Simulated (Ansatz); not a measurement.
# InSb: the cost of one run

Program: Ansatz 0.2.0. Level of theory: DFT, PBE, plane-wave PAW, default files, scalar-relativistic. These are calculated values, not measurements.

### Step 1. Starting point

Symmetry: Pmmn, No. 59, orthorhombic system. The conventional cell has a = 5.357 Å, b = 5.712 Å, c = 3.063 Å, α = 90.00°, β = 90.00°, γ = 90.00°. In (site symmetry mm2) is surrounded by 4 Sb at 2.73 to 2.90 Å and 2 In at 3.06 Å. Sb (site symmetry mm2) is surrounded by 4 In at 2.73 to 2.90 Å and 2 Sb at 3.06 Å.

As a file:

```
CELL_PARAMETERS angstrom
5.35700 0.00000 0.00000
0.00000 5.71200 0.00000
0.00000 0.00000 3.06300
ATOMIC_POSITIONS crystal
In 0.00000 0.00000 0.00000
In 0.50000 0.50000 0.00000
Sb 0.50000 0.00000 0.83500
Sb 0.00000 0.50000 0.16500
```

The earlier run gave: no gap over 0.1 eV on the mesh, largest force 0.746 eV/Å, pressure 17.5 GPa.

Site by site (atoms counted from 1):

| site | atoms | first shell | V_zz (10²¹ V/m²) | η | C_Q (MHz) |
| --- | --- | --- | --- | --- | --- |
| In | 1, 2 | 4 Sb at 2.73–2.90 Å, 2 In at 3.06 Å | -6.85 | 0.63 | -128 (¹¹⁵In) |
| Sb | 3, 4 | 4 In at 2.73–2.90 Å, 2 Sb at 3.06 Å; also 4 In at 3.70–3.83 Å | 14.36 | 0.08 | -189 (¹²¹Sb) |

C_Q = eQV_zz/h, which is 24.18 MHz for Q = 1 b and V_zz = 10²¹ V/m²; η = (V_xx − V_yy)/V_zz. Quadrupole moments are those of Pyykkö's year-2017 table.

### Step 2. Z stretched by -3 %, ions relaxed

input.yaml reads:

```yaml
crystal:
  lattice:
    - [5.357, 0.0, 0.0]
    - [0.0, 5.712, 0.0]
    - [0.0, 0.0, 2.97111]
  atoms:
    - { symbol: In, position: [0.0, 0.0, 0.1722389182] }
    - { symbol: In, position: [0.5, 0.5, -0.1722389182] }
    - { symbol: Sb, position: [0.5, 0.0, 0.7149606498] }
    - { symbol: Sb, position: [0.0, 0.5, 0.2850393502] }
kpoints:
  mp_grid: { grid: [9, 8, 15] }
scf:
  occupations: { method: fermi_dirac, width: 0.05 }
hamiltonian:
  xc: pbe
  pseudopotentials: { kind: paw }
output:
  forces: true
  stress: true
  populations: true
  efg:
    quadrupole_moments_barn: { In: 0.772, Sb: -0.543 }
    contact_densities: true
relax:
  f_tol: 0.02
  max_steps: 60
```

The run is started by

```
ansatz run input.yaml --threads 1 --pin off --max-ram 3072MiB --backend cpu --events-out ev --progress --plain --runs-dir out
```

Q: Estimate wall time and peak memory on 1 thread of Intel Xeon Platinum 8259CL at 2.50GHz (Skylake/Cascade Lake), shared host.

About 3 min, with a peak of 0.89 GiB.
